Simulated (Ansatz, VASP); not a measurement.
**FeSi: VASP beside Ansatz**

```
Fe Si
1.0
     2.69512    0.00000    0.00000
     0.00000    2.69512    0.00000
     0.00000    0.00000    2.69512
Fe Si
1 1
Direct
  0.00000 0.00000 0.00000
  0.50000 0.50000 0.50000
```

Alike in both runs: task single point; functional PBEsol; k mesh 16 × 16 × 16; occupations gaussian, width 0.05 eV; no spin polarisation.

|  | VASP | Ansatz |
| --- | --- | --- |
| version | VASP 6.6.1 | Ansatz 0.2.0 |
| potentials or method | VASP PAW PBE potentials, release 64 (Fe, Si) | scalar-relativistic, plane waves, PAW |
| plane-wave cutoff (eV) | 520 | 420 |
| valence electrons in the cell | 12 | 20 |

VASP gave:

* gap on the k mesh at the Fermi level (eV): none
* pressure (GPa): 12.0

Problem. What did Ansatz give for the same quantities?

Solution. gap on the k mesh at the Fermi level (eV): none; pressure (GPa): 11.3.

A gap of «none» marks a metal or a gap that the smearing closes. The two sets of potentials don't hold the same shells in valence.

Caveats: the PAW data sets were made with another functional, which shifts forces and pressure a little (VASP). Spin polarisation is off, so any magnetic state and its effect on volume and gap are missing.
